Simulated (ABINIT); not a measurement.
# Sn (Fd-3m) in ABINIT: convergence with smearing width

Aim: find how far smearing width must go before the results for Sn settle, at PBE. This setting moves, with any that are tied to it; all else stays.

All numbers are computed with ABINIT 10.8.3 (patched build); they aren't measurements. Logs are shortened: lines on timing, memory, paths and dates and some standing lists are left out, and cuts for length are marked. The log counts tension as positive stress, the text compression.

### Step 1. The crystal as given

The structure is cubic, space group Fd-3m (No. 227). Conventional cell: a = 6.467 Å, b = 6.467 Å, c = 6.467 Å, α = 90.00°, β = 90.00°, γ = 90.00°. Around Sn (site symmetry -43m) lie 4 Sn at 2.80 Å.

This isn't the form of Sn at room conditions, which is tetragonal (white tin).

### Step 2. With smearing width 0.272 eV

Contents of run.abi:

```
# Pseudopotentials
pp_dirpath "./"
pseudos "Sn.GGA_PBE-JTH.xml"

# Structure
acell 8.64103205 8.64103205 8.64103205
rprim
     0.0000000000     0.7071067812     0.7071067812
     0.7071067812     0.0000000000     0.7071067812
     0.7071067812     0.7071067812     0.0000000000
ntypat 1
znucl 50
natom 2
typat 1 1
xred
     0.7500000000     0.7500000000     0.7500000000
     0.5000000000     0.5000000000     0.5000000000

# Plane-wave basis
ecut 22.0
pawecutdg 44.0
pawxcdev 0

# k points
kptopt 1
ngkpt 7 7 7
nshiftk 1
shiftk 0.0 0.0 0.0

# Exchange and correlation
ixc 11

# Bands and occupations
nband 18
occopt 3
tsmear 0.00999582

# SCF cycle
nstep 100
tolvrs 1.0e-9

# Output
iomode 3
prtwf 0
prtden 0
prteig 0
prtebands 0
enunit 2
```

Potentials or basis: JTH PAW PBE v2.0.

Launch:

```console
$ abinit run.abi > log 2>&1
```

Run time: 30 s. Hardware: 1 thread of Arm Neoverse V1, shared host; peak memory 0.13 GiB.

It converged, with:

```
Free energy                                           : -3793.9910 eV
Pressure                                              : 4.1 GPa
Band gap on the k mesh                                : none (metal or under the smearing width)
Valence electrons inside the program's atomic spheres : Sn 12.02, 12.01 (radii [1.3287] Å)
```

### Step 3. With smearing width 0.2 eV

run.abi, as its differences from that of step 2:

```diff
@@ -35,3 +35,3 @@
 occopt 3
-tsmear 0.00999582
+tsmear 0.00734986
```

Potentials or basis: JTH PAW PBE v2.0.

Launch:

```console
$ abinit run.abi > log 2>&1
```

It took 30 s on 1 thread of Arm Neoverse V1, shared host; peak memory 0.13 GiB.

Results (log left out):

* Free energy: -3793.9711 eV
* Pressure: 4.0 GPa
* Band gap on the k mesh: none (metal or under the smearing width)
* Valence electrons inside the program's atomic spheres: Sn 12.02, 12.01 (radii [1.3287] Å)

### Step 4. With smearing width 0.136 eV

run.abi, as its differences from that of step 3:

```diff
@@ -35,3 +35,3 @@
 occopt 3
-tsmear 0.00734986
+tsmear 0.00499791
```

Launch:

```console
$ abinit run.abi > log 2>&1
```

It took 30 s on 1 thread of Arm Neoverse V1, shared host; peak memory 0.13 GiB.

It converged, with:

```yaml
Free_energy: -3793.9606 eV
Pressure: 3.9 GPa
Band_gap_on_the_k_mesh: none (metal or under the smearing width)
Valence_electrons_inside_the_program's_atomic_spheres: Sn 12.02, 12.01 (radii [1.3287] Å)
```

### Step 5. With smearing width 0.1 eV

run.abi, as its differences from that of step 4:

```diff
@@ -35,3 +35,3 @@
 occopt 3
-tsmear 0.00499791
+tsmear 0.00367493
```

Launch:

```console
$ abinit run.abi > log 2>&1
```

It took 30 s on 1 thread of Arm Neoverse V1, shared host; peak memory 0.13 GiB.

It converged, with:

```yaml
Free_energy: -3793.9568 eV
Pressure: 3.9 GPa
Band_gap_on_the_k_mesh: none (metal or under the smearing width)
Valence_electrons_inside_the_program's_atomic_spheres: Sn 12.02, 12.01 (radii [1.3287] Å)
```

### Step 6. With smearing width 0.05 eV

run.abi, as its differences from that of step 5:

```diff
@@ -35,3 +35,3 @@
 occopt 3
-tsmear 0.00367493
+tsmear 0.00183747
```

Potentials or basis: JTH PAW PBE v2.0.

Launch:

```console
$ abinit run.abi > log 2>&1
```

It took 30 s on 1 thread of Arm Neoverse V1, shared host; peak memory 0.13 GiB.

The run converged. Its results:

* Free energy: -3793.9539 eV
* Pressure: 3.8 GPa
* Band gap on the k mesh: none (metal or under the smearing width)
* Valence electrons inside the program's atomic spheres: Sn 12.02, 12.01 (radii [1.3287] Å)

### Step 7. With smearing width 0.025 eV

run.abi, as its differences from that of step 6:

```diff
@@ -35,3 +35,3 @@
 occopt 3
-tsmear 0.00183747
+tsmear 0.00091873
```

Launch:

```console
$ abinit run.abi > log 2>&1
```

Run time: 30 s. Hardware: 1 thread of Arm Neoverse V1, shared host; peak memory 0.13 GiB.

Results (log left out):

- Free energy: -3793.9531 eV
- Pressure: 3.8 GPa
- Band gap on the k mesh: none (metal or under the smearing width)
- Valence electrons inside the program's atomic spheres: Sn 12.02, 12.01 (radii [1.3287] Å)

### Step 8. With smearing width 0.01 eV

run.abi, as its differences from that of step 7:

```diff
@@ -35,3 +35,3 @@
 occopt 3
-tsmear 0.00091873
+tsmear 0.00036749
```

Potentials or basis: JTH PAW PBE v2.0.

Launch:

```console
$ abinit run.abi > log 2>&1
```

run.abo:

```text
.Version 10.8.3 of ABINIT
 Symmetries : space group Fd -3 m (#227); Bravais cF (face-center cubic)
================================================================================
 Values of the parameters that define the memory need of the present run
     intxc =       0    ionmov =       0      iscf =      17    lmnmax =      18
     lnmax =       6     mgfft =      40  mpssoang =       3    mqgrid =    3001
     natom =       2  nloc_mem =       2    nspden =       1   nspinor =       1
    nsppol =       1      nsym =      48    n1xccc =       1    ntypat =       1
    occopt =       3   xclevel =       2
       mpw =        2259          nfft =       64000          nkpt =          20
 PAW method is used; the additional fine FFT grid is defined by:
   mgfftf=        54    nfftf =    157464
================================================================================
================================================================================

--------------------------------------------------------------------------------
------------- Echo of variables that govern the present computation ------------
--------------------------------------------------------------------------------
 -outvars: echo values of preprocessed input variables --------
            acell      8.6410320500E+00  8.6410320500E+00  8.6410320500E+00 Bohr
              amu      1.18710000E+02
             ecut      2.20000000E+01 Hartree
           enunit           2
              ixc          11
         kptrlatt        7    0    0      0    7    0      0    0    7
          kptrlen      6.04872244E+01
            natom           2
            nband          18
            ngfft          40      40      40
          ngfftdg          54      54      54
             nkpt          20
            nstep         100
             nsym          48
           ntypat           1
           occopt           3
        pawecutdg      4.40000000E+01 Hartree
         pawxcdev           0
           prtden           0
        prtebands           0
           prteig           0
            prtwf           0
            rprim      0.0000000000E+00  7.0710678120E-01  7.0710678120E-01
                       7.0710678120E-01  0.0000000000E+00  7.0710678120E-01
                       7.0710678120E-01  7.0710678120E-01  0.0000000000E+00
          spgroup         227
           tolvrs      1.00000000E-09
           tsmear      3.67490000E-04 Hartree
            typat      1  1
           useylm           1
           xangst      4.8500141968E+00  4.8500141968E+00  4.8500141968E+00
                       3.2333427979E+00  3.2333427979E+00  3.2333427979E+00
            xcart      9.1651985387E+00  9.1651985387E+00  9.1651985387E+00
                       6.1101323591E+00  6.1101323591E+00  6.1101323591E+00
             xred      7.5000000000E-01  7.5000000000E-01  7.5000000000E-01
                       5.0000000000E-01  5.0000000000E-01  5.0000000000E-01
            znucl       50.00000

================================================================================

 chkinp: Checking input parameters for consistency.

================================================================================
== DATASET  1 ==================================================================

--- !DatasetInfo
iteration_state: {dtset: 1, }
dimensions: {natom: 2, nkpt: 20, mband: 18, nsppol: 1, nspinor: 1, nspden: 1, mpw: 2259, }
cutoff_energies: {ecut:  22.0, pawecutdg:  44.0, }
electrons: {nelect:   2.80000000E+01, charge:   0.00000000E+00, occopt:   3.00000000E+00, tsmear:   3.67490000E-04, }
meta: {optdriver: 0, ionmov: 0, optcell: 0, iscf: 17, paral_kgb: 0, }
...

 Exchange-correlation functional for the present dataset will be:
  GGA: Perdew-Burke-Ernzerhof functional - ixc=11
  J.P.Perdew, K.Burke, M.Ernzerhof, PRL 77, 3865 (1996)

[... 81 lines left out ...]
force_length_stats: {min:   3.84180497E-28, max:   3.84180497E-28, mean:   3.84180497E-28, }
...

 Integrated electronic density in atomic spheres:
 ------------------------------------------------
 Atom  Sphere_radius  Integrated_density
    1        2.51086         12.01995552
    2        2.51086         12.01401777

================================================================================

 ----iterations are completed or convergence reached----

 Mean square residual over all n,k,spin=   14.380E-10; max=  29.735E-08
 reduced coordinates (array xred) for    2 atoms
       0.750000000000      0.750000000000      0.750000000000
       0.500000000000      0.500000000000      0.500000000000
 rms dE/dt=  1.9664E-27; max dE/dt=  2.1541E-27; dE/dt below (all hartree)
    1       0.000000000000     -0.000000000000      0.000000000000
    2       0.000000000000      0.000000000000     -0.000000000000

 cartesian coordinates (angstrom) at end:
    1      4.85001419678185     4.85001419678185     4.85001419678185
    2      3.23334279785457     3.23334279785457     3.23334279785457

 cartesian forces (hartree/bohr) at end:
    1     -0.00000000000000    -0.00000000000000     0.00000000000000
    2      0.00000000000000     0.00000000000000    -0.00000000000000
 frms,max,avg= 2.2180671E-28 2.6441115E-28   0.000E+00  0.000E+00  0.000E+00 h/b

 cartesian forces (eV/Angstrom) at end:
    1     -0.00000000000000    -0.00000000000000     0.00000000000000
    2      0.00000000000000     0.00000000000000    -0.00000000000000
 frms,max,avg= 1.1405760E-26 1.3596568E-26   0.000E+00  0.000E+00  0.000E+00 e/A
 length scales=  8.641032050000  8.641032050000  8.641032050000 bohr
              =  4.572637236440  4.572637236440  4.572637236440 angstroms
 Fermi (or HOMO) energy (hartree) =   0.16647   Average Vxc (hartree)=  -0.32508
 Eigenvalues (hartree) for nkpt=  20  k points:
 kpt#   1, nband= 18, wtk=  0.00292, kpt=  0.0000  0.0000  0.0000 (reduced coord)
  -0.63259   -0.63259   -0.63259   -0.63044   -0.63044   -0.61869   -0.61869   -0.61869
  -0.61841   -0.61841   -0.22731    0.14407    0.16858    0.16858    0.16858    0.24476
   0.24476    0.24476
      occupation numbers for kpt#   1
   2.00000    2.00000    2.00000    2.00000    2.00000    2.00000    2.00000    2.00000
   2.00000    2.00000    2.00000    2.00000    0.00639    0.00639    0.00639    0.00000
   0.00000    0.00000
 prteigrs : prtvol=0 or 1, do not print more k-points.

 Fermi (or HOMO) energy (eV) =   4.52997   Average Vxc (eV)=  -8.84584
 Eigenvalues (   eV  ) for nkpt=  20  k points:
 kpt#   1, nband= 18, wtk=  0.00292, kpt=  0.0000  0.0000  0.0000 (reduced coord)
 -17.21366  -17.21366  -17.21366  -17.15522  -17.15522  -16.83531  -16.83531  -16.83531
 -16.82770  -16.82770   -6.18542    3.92041    4.58740    4.58740    4.58740    6.66023
   6.66023    6.66023
 prteigrs : prtvol=0 or 1, do not print more k-points.

--- !EnergyTerms
iteration_state     : {dtset: 1, }
comment             : Components of total free energy in Hartree
kinetic             :  2.34526778268722E+01
hartree             :  5.81669347095246E+01
xc                  : -1.37390542221287E+01
Ewald energy        : -8.63984898032222E+01
psp_core            :  3.15717990173669E+00
local_psp           : -1.55432656101902E+02
PAW spherical_terms :  3.13682289373466E+01
internal            : -1.39425178751773E+02
'-kT*entropy'       : -9.75571959962072E-06
total_energy        : -1.39425188507493E+02
total_energy_eV     : -3.79395265689610E+03
...

--- !EnergyTermsDC
iteration_state     : {dtset: 1, }
comment             : '"Double-counting" decomposition of free energy'
band_energy         : -1.25670160313043E+01
Ewald energy        : -8.63984898032222E+01
psp_core            :  3.15717990173669E+00
xc_dc               : -6.27836325140973E+01
PAW spherical_terms :  1.91667786199370E+01
internal            : -1.39425179826950E+02
'-kT*entropy'       : -9.75571959962072E-06
total_energy_dc     : -1.39425189582670E+02
total_energy_dc_eV  : -3.79395268615315E+03
...

--- !EnergyTermsWithPAWCore
iteration_state     : {dtset: 1, }
comment             : 'Components of total free energy, including PAW core contributions'
Total energy        : -1.23546747225607E+04
Total energy DC     : -1.23546747236359E+04
Total energy (eV)   : -3.36187825819057E+05
Total energy DC (eV): -3.36187825848314E+05
...

 Cartesian components of stress tensor (hartree/bohr^3)
  sigma(1 1)= -1.30751524E-04  sigma(3 2)=  0.00000000E+00
  sigma(2 2)= -1.30751524E-04  sigma(3 1)=  0.00000000E+00
  sigma(3 3)= -1.30751524E-04  sigma(2 1)=  0.00000000E+00

-Cartesian components of stress tensor (GPa)         [Pressure=  3.8468E+00 GPa]
- sigma(1 1)= -3.84684264E+00  sigma(3 2)=  0.00000000E+00
- sigma(2 2)= -3.84684264E+00  sigma(3 1)=  0.00000000E+00
- sigma(3 3)= -3.84684264E+00  sigma(2 1)=  0.00000000E+00

== END DATASET(S) ==============================================================
================================================================================

 -outvars: echo values of variables after computation  --------
            acell      8.6410320500E+00  8.6410320500E+00  8.6410320500E+00 Bohr
           etotal     -1.3942518958E+02
            fcart     -8.8137050555E-29 -2.6441115166E-28  2.6441115166E-28
                       8.8137050555E-29  2.6441115166E-28 -2.6441115166E-28
            rprim      0.0000000000E+00  7.0710678120E-01  7.0710678120E-01
                       7.0710678120E-01  0.0000000000E+00  7.0710678120E-01
                       7.0710678120E-01  7.0710678120E-01  0.0000000000E+00
           strten     -1.3075152374E-04 -1.3075152374E-04 -1.3075152374E-04
                       0.0000000000E+00  0.0000000000E+00  0.0000000000E+00
           xangst      4.8500141968E+00  4.8500141968E+00  4.8500141968E+00
                       3.2333427979E+00  3.2333427979E+00  3.2333427979E+00
             xred      7.5000000000E-01  7.5000000000E-01  7.5000000000E-01
                       5.0000000000E-01  5.0000000000E-01  5.0000000000E-01
 Calculation completed.
```

Wall time 30 s (1 thread of Arm Neoverse V1, shared host); peak memory 0.13 GiB.

Results:

```yaml
Free_energy: -3793.9527 eV
Pressure: 3.8 GPa
Band_gap_on_the_k_mesh: none (metal or under the smearing width)
Valence_electrons_inside_the_program's_atomic_spheres: Sn 12.02, 12.01 (radii [1.3287] Å)
```

### Step 9. Result

```tsv
smearing width	energy less the tightest run, at zero smearing (meV/atom)	pressure (GPa)	SCF cycles	CPU time (s)	peak memory (GiB)
0.272 eV	5.01	4.10	10	30	0.13
0.2 eV	1.18	4.00	10	30	0.13
0.136 eV	0.17	3.93	10	30	0.13
0.1 eV	0.00	3.89	10	30	0.13
0.05 eV	-0.21	3.84	10	30	0.13
0.025 eV	-0.09	3.84	10	30	0.13
0.01 eV	0.00	3.85	10	30	0.13
```

Against the tightest run, the energy stays within 1 meV/atom from 0.136 eV on; the pressure stays within 0.1 GPa from 0.136 eV on. Narrower smearing needs a denser k mesh, so at a fixed mesh the narrowest width isn't the most accurate. The tightest run that finished is the yardstick and may itself not be fully converged.
